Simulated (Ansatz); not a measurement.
# InSe (Pm-3m) in Ansatz: convergence with k mesh

Aim: find how far k mesh must go before the results for InSe settle, at PBE. This setting moves, with any that are tied to it; all else stays.

Program: Ansatz 0.2.0. These are calculated values, not measurements. Logs are shortened: lines on timing, memory, paths and dates and some standing lists are left out, and cuts for length are marked.

### Step 1. The structure

The structure is cubic, space group Pm-3m (No. 221). Conventional cell: a = 3.632 Å, b = 3.632 Å, c = 3.632 Å, α = 90.00°, β = 90.00°, γ = 90.00°. In (site symmetry m-3m) is surrounded by 8 Se at 3.15 Å. Se (site symmetry m-3m) has 8 In at 3.15 Å as nearest neighbours.

The cell was built by a generator and needn't be a form met in nature.

### Step 2. With k mesh 2 × 2 × 2

Contents of input.yaml:

```yaml
crystal:
  lattice:
    - [3.63204, 0.0, 0.0]
    - [0.0, 3.63204, 0.0]
    - [0.0, 0.0, 3.63204]
  atoms:
    - { symbol: In, position: [0.5, 0.5, 0.5] }
    - { symbol: Se, position: [0.0, 0.0, 0.0] }
hamiltonian:
  xc: pbe
  pseudopotentials: { kind: nc, accuracy: standard }
kpoints:
  mp_grid: { grid: [2, 2, 2] }
scf:
  occupations: { method: fermi_dirac, width: 0.05 }
output:
  forces: true
  stress: true
  eigenvalues: true
```

Potentials or basis: PseudoDojo standard (PBE files).

Started as:

```bash
> ansatz run input.yaml --threads 2 --pin off --max-ram 5632MiB --backend cpu --events-out ev --progress --plain --runs-dir out
```

It took 1.6 s on 2 threads of Arm Neoverse V2, shared host; peak memory 0.31 GiB.

What came out:

```yaml
Free_energy: -5106.6737 eV
Pressure: 6.5 GPa
Band_gap_on_the_k_mesh: none (metal or under the smearing width)
```

### Step 3. With k mesh 3 × 3 × 3

Changes to input.yaml since step 2:

```diff
@@ -12,3 +12,3 @@
 kpoints:
-  mp_grid: { grid: [2, 2, 2] }
+  mp_grid: { grid: [3, 3, 3] }
 scf:
```

Potentials or basis: PseudoDojo standard (PBE files).

Started as:

```bash
> ansatz run input.yaml --threads 2 --pin off --max-ram 5632MiB --backend cpu --events-out ev --progress --plain --runs-dir out
```

It took 0.98 s on 2 threads of Arm Neoverse V2, shared host; peak memory 0.31 GiB.

What came out:

```
Free energy            : -5106.9411 eV
Pressure               : 4.7 GPa
Band gap on the k mesh : none (metal or under the smearing width)
```

### Step 4. With k mesh 4 × 4 × 4

Changes to input.yaml since step 3:

```diff
@@ -12,3 +12,3 @@
 kpoints:
-  mp_grid: { grid: [3, 3, 3] }
+  mp_grid: { grid: [4, 4, 4] }
 scf:
```

Started as:

```bash
> ansatz run input.yaml --threads 2 --pin off --max-ram 5632MiB --backend cpu --events-out ev --progress --plain --runs-dir out
```

Wall time 1.4 s (2 threads of Arm Neoverse V2, shared host); peak memory 0.33 GiB.

What came out:

```yaml
Free_energy: -5107.4997 eV
Pressure: 1.9 GPa
Band_gap_on_the_k_mesh: none (metal or under the smearing width)
```

### Step 5. With k mesh 5 × 5 × 5

Changes to input.yaml since step 4:

```diff
@@ -12,3 +12,3 @@
 kpoints:
-  mp_grid: { grid: [4, 4, 4] }
+  mp_grid: { grid: [5, 5, 5] }
 scf:
```

Started as:

```bash
> ansatz run input.yaml --threads 2 --pin off --max-ram 5632MiB --backend cpu --events-out ev --progress --plain --runs-dir out
```

Run time: 1.6 s. Hardware: 2 threads of Arm Neoverse V2, shared host; peak memory 0.33 GiB.

Results:

```yaml
Free_energy: -5107.5646 eV
Pressure: 0.5 GPa
Band_gap_on_the_k_mesh: none (metal or under the smearing width)
```

### Step 6. With k mesh 7 × 7 × 7

Changes to input.yaml since step 5:

```diff
@@ -12,3 +12,3 @@
 kpoints:
-  mp_grid: { grid: [5, 5, 5] }
+  mp_grid: { grid: [7, 7, 7] }
 scf:
```

Potentials or basis: PseudoDojo standard (PBE files).

Started as:

```bash
> ansatz run input.yaml --threads 2 --pin off --max-ram 5632MiB --backend cpu --events-out ev --progress --plain --runs-dir out
```

It took 2.7 s on 2 threads of Arm Neoverse V2, shared host; peak memory 0.37 GiB.

Results (log left out):

| Item | Value |
| --- | --- |
| Free energy | -5107.6637 eV |
| Pressure | 0.0 GPa |
| Band gap on the k mesh | none (metal or under the smearing width) |

### Step 7. With k mesh 8 × 8 × 8

Changes to input.yaml since step 6:

```diff
@@ -12,3 +12,3 @@
 kpoints:
-  mp_grid: { grid: [7, 7, 7] }
+  mp_grid: { grid: [8, 8, 8] }
 scf:
```

Started as:

```bash
> ansatz run input.yaml --threads 2 --pin off --max-ram 5632MiB --backend cpu --events-out ev --progress --plain --runs-dir out
```

Run time: 4.3 s. Hardware: 2 threads of Arm Neoverse V2, shared host; peak memory 0.41 GiB.

Results (log left out):

| Item | Value |
| --- | --- |
| Free energy | -5107.6264 eV |
| Pressure | 0.2 GPa |
| Band gap on the k mesh | none (metal or under the smearing width) |

### Step 8. With k mesh 10 × 10 × 10

Changes to input.yaml since step 7:

```diff
@@ -12,3 +12,3 @@
 kpoints:
-  mp_grid: { grid: [8, 8, 8] }
+  mp_grid: { grid: [10, 10, 10] }
 scf:
```

Started as:

```bash
> ansatz run input.yaml --threads 2 --pin off --max-ram 5632MiB --backend cpu --events-out ev --progress --plain --runs-dir out
```

Run time: 5.8 s. Hardware: 2 threads of Arm Neoverse V2, shared host; peak memory 0.44 GiB.

It converged, with:

```
Free energy            : -5107.6451 eV
Pressure               : 0.0 GPa
Band gap on the k mesh : none (metal or under the smearing width)
```

### Step 9. With k mesh 12 × 12 × 12

Changes to input.yaml since step 8:

```diff
@@ -12,3 +12,3 @@
 kpoints:
-  mp_grid: { grid: [10, 10, 10] }
+  mp_grid: { grid: [12, 12, 12] }
 scf:
```

Potentials or basis: PseudoDojo standard (PBE files).

Started as:

```bash
> ansatz run input.yaml --threads 2 --pin off --max-ram 5632MiB --backend cpu --events-out ev --progress --plain --runs-dir out
```

Log:

```text
Warning: RAYON_NUM_THREADS=2 ignored (pool sized by the plan → 2); use --threads N
Engine: ansatz 0.2.0, aarch64-unknown-linux-gnu
Pseudopotentials: kind: nc
Pseudopotential: In, nc, valence charge 13, recommended cutoff 952.398519 eV (normal), In.nc.azcp (PseudoDojo's, or run here from an input of PseudoDojo's; its table is named by hamiltonian.pseudopotentials.accuracy)
Pseudopotential: Se, nc, valence charge 16, recommended cutoff 1170.089609 eV (normal), Se.nc.azcp (PseudoDojo's, or run here from an input of PseudoDojo's; its table is named by hamiltonian.pseudopotentials.accuracy)
Functional definition: PBE
  parameter kappa = 0.804
  parameter beta = 0.06672455060314922
  exchange = pbe_x(kappa = kappa, mu = beta*pi^2/3)
  correlation = pbe_c(beta = beta)
Crystal: 2 atoms, lattice volume = 47.913 Å³
Basis set: ecut = 1170.089609 eV, 4385 PW (Γ), exchange–correlation on 90×90×90 points (8 copies of the dense FFT grid, shifted against one another)
Bands: 19, of which v1, the nominal top of the filled ones, is band 15 counted from 1 (14 counted from 0)
Symmetry: 48 space group operations
Space group: Pm-3m (ITA 221), of the structure as read, at distance tolerance 3.6e-5 Å
k-points: 84 of 1728
Non-local potential: In, projectors of the file, l = 0: 2, l = 1: 2, l = 2: 2
Non-local potential: Se, projectors of the file, l = 0: 2, l = 1: 2, l = 2: 2
Initial density: superposition of atomic densities (chi_scale 0.1, normalization cell, long waves kept (reshape's long-wave potential 0.00 eV rms))
Initial wavefunctions: pseudopotential atomic-orbital guess
Functional: x = pbe(κ = 0.804, μ = 0.2195149727645171), c = pbe(β = 0.06672455060314922)
SCF iter   1: F=—  HF=-5108.079594 eV  |F-HF|=—  |Δ(HF+E_count)|=         —  Δρ=4.25e-2  dr2=1.16e0  ethr=3.10e-3  ⟨swp⟩=5.7  Hψ=8079  notcnv=0
preconditioner: auto → Kerker (q_TF=auto, 2.509 Å⁻¹)  [metal: Δε(μ)=0.014 eV  Ē_g=15.436 eV  σ=0.050 eV  W_gap=0.07  n_scr=18 (ndim 8)  ℏωp=23.4 eV  f_vac=0.000  D(μ)=0.98/eV (n_scr^D=6)]
SCF iter   2: F=—  HF=-5107.748946 eV  |F-HF|=—  |Δ(HF+E_count)|=   3.31e-1  Δρ=2.06e-2  dr2=2.70e-1  ethr=3.10e-3  ⟨swp⟩=2.8  Hψ=2772  notcnv=0
SCF iter   3: F=—  HF=-5107.651109 eV  |F-HF|=—  |Δ(HF+E_count)|=   9.78e-2  Δρ=3.89e-3  dr2=1.87e-3  ethr=9.30e-4  ⟨swp⟩=3.9  Hψ=3630  notcnv=0
SCF iter   4: F=—  HF=-5107.651314 eV  |F-HF|=—  |Δ(HF+E_count)|=   2.05e-4  Δρ=8.51e-4  dr2=3.09e-4  ethr=6.43e-6  ⟨swp⟩=2.1  Hψ=2849  notcnv=0
SCF iter   5: F=—  HF=-5107.651309 eV  |F-HF|=—  |Δ(HF+E_count)|=   4.20e-6  Δρ=5.65e-4  dr2=8.93e-5  ethr=1.07e-6  ⟨swp⟩=2.8  Hψ=2351  notcnv=0
SCF iter   6: F=—  HF=-5107.651212 eV  |F-HF|=—  |Δ(HF+E_count)|=   9.78e-5  Δρ=5.91e-5  dr2=9.08e-7  ethr=3.08e-7  ⟨swp⟩=2.1  Hψ=2395  notcnv=0
SCF iter   7: F=-5107.651213 eV  HF=-5107.651213 eV  |F-HF|=1.90e-8  |Δ(HF+E_count)|=   1.40e-6  Δρ=1.64e-5  dr2=8.29e-8  ethr=3.45e-10  ⟨swp⟩=11.4  Hψ=10756  notcnv=0
SCF 1 converged in 7 iterations: F = -5107.651213 eV  dr2 = 8.29e-8
SCF converged after 7 iterations
Free energy (F): -5107.651213 eV
Harris-Foulkes:  -5107.651213 eV  (|F-HF|=1.90e-8)
Internal energy: -5107.644524 eV  (E = F + TS)
E sigma→0 (E₀):  -5107.647868 eV
Entropy (-TS):   -0.006689 eV (-3.345 meV/atom)
Fermi energy:    10.078105 eV
--- Per-component energies (eV) ---
  E_band       = -365.017858
  E_kinetic    = 3274.064609
  E_local      = -3540.463619  (includes V_loc(G=0)·N_el)
  E_nonlocal   = -1849.864275
  E_hartree    = 1264.197567
  E_xc         = -1203.900957
  E_vxc        = -777.160480  (∫ρ·V_xc dr)
  E_ewald      = -3051.677850
  E_smearing   = -0.006689  (= −TS)
  E_closure    = -0.000000  (closes the sum)
  Σ components = -5107.651213   (vs F -5107.651213, Δ=0.00e0)
--- Forces (eV/Å), atoms counted from 1 ---
  atom   1  In     0.00000000    -0.00000000     0.00000000
  atom   2  Se    -0.00000000     0.00000000     0.00000000
  max |Σ_I F_I| component: 2.43e-28 eV/Å
--- Stress (GPa, compression-positive) ---
        0.063779      -0.000000       0.000000
        0.000000       0.063779       0.000000
        0.000000       0.000000       0.063779
  P = ⅓ Tr σ = 0.0638 GPa (0.638 kbar)
--- Band table (eV; the first three rows and the last of 84) ---
  k-point 0: bands = ["-37.1539", "-37.1539", "-37.1517", "-37.1517", "-37.1517", "-4.1481", "-4.1481", "-3.9722", "-3.9722", "-3.9722", "-3.3122", "6.6838", "8.7694", "8.7694", "8.7694", "15.4703", "15.4703", "18.5000", "18.5000"]
  k-point 1: bands = ["-37.1539", "-37.1538", "-37.1517", "-37.1517", "-37.1517", "-4.1474", "-4.1389", "-3.9763", "-3.9763", "-3.9718", "-3.2660", "6.3437", "8.8280", "8.8280", "8.9566", "15.5303", "15.6887", "18.2484", "18.2484"]
  k-point 2: bands = ["-37.1539", "-37.1536", "-37.1517", "-37.1517", "-37.1517", "-4.1453", "-4.1139", "-3.9876", "-3.9876", "-3.9708", "-3.1333", "5.5932", "8.9962", "8.9962", "9.3474", "15.7086", "15.7884", "17.5992", "17.5992"]
  k-point 83: bands = ["-37.1523", "-37.1523", "-37.1522", "-37.1522", "-37.1522", "-4.1106", "-4.1106", "-4.1106", "-3.9093", "-3.9093", "-1.3672", "7.5222", "7.5222", "7.5222", "8.9450", "10.5654", "10.5654", "10.5654", "25.4149"]
```

It took 7.1 s on 2 threads of Arm Neoverse V2, shared host; peak memory 0.5 GiB.

What came out:

| Property | Result |
| --- | --- |
| Free energy | -5107.6512 eV |
| Pressure | 0.1 GPa |
| Band gap on the k mesh | none (metal or under the smearing width) |

### Step 10. Result

```csv
k mesh,"energy less the tightest run, at zero smearing (meV/atom)",pressure (GPa),SCF cycles,CPU time (s),peak memory (GiB)
2 × 2 × 2,497.60,6.47,10,2.4,0.31
3 × 3 × 3,363.61,4.66,9,1.6,0.31
4 × 4 × 4,78.36,1.88,8,2.6,0.33
5 × 5 × 5,45.25,0.48,7,2.8,0.33
7 × 7 × 7,-6.33,-0.05,7,4.8,0.37
8 × 8 × 8,13.48,0.24,8,7.7,0.41
10 × 10 × 10,3.29,-0.01,8,11,0.44
12 × 12 × 12,0.00,0.06,7,14,0.5
```

Against the tightest run, the pressure stays within 0.1 GPa from 10 × 10 × 10 on. Not settled before the last step: the energy (to 1 meV/atom). Meshes of other sizes hit other points, so gaps and Fermi surfaces needn't settle smoothly. The tightest run that finished is the yardstick and may itself not be fully converged.
